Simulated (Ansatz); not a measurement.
The system is HfO2.

```
Hf O
1.0
     0.00000    2.55750    2.55750
     2.55750    0.00000    2.55750
     2.55750    2.55750    0.00000
Hf O
1 2
Direct
  0.00000 0.00000 0.00000
  0.75000 0.75000 0.75000
  0.25000 0.25000 0.25000
```

Measurements of this composition are mostly on another form, of space group No. 14.

Base run:

- Program: Ansatz 0.2.0
- Functional: PBE
- Potentials or basis: all-electron LAPW, scalar-relativistic
- Cutoff: 371 eV
- Density cutoff: 1486 eV
- Basis error allowed: 0.001 eV/atom
- k mesh: 9 × 9 × 9
- Occupations: fermi-dirac, width 0.05 eV
- Spin: no spin polarisation

Its results: band gap on the k mesh 3.82 eV, indirect (least direct gap 3.93 eV); pressure -2.5 GPa.

Problem. The run is repeated on the same cell with these changes: functional from PBE to PBEsol. What comes out?

Solution. Band gap on the k mesh 3.69 eV, indirect (least direct gap 3.81 eV); pressure -10.2 GPa.

PBEsol binds more tightly than PBE, so the same cell stands under less pressure.

Caveats: spin-orbit coupling is left out, which moves the levels of the heavy elements; an odd mesh through Γ misses points on the zone boundary, where band edges often lie.

Not every run made on this cell is shown here.
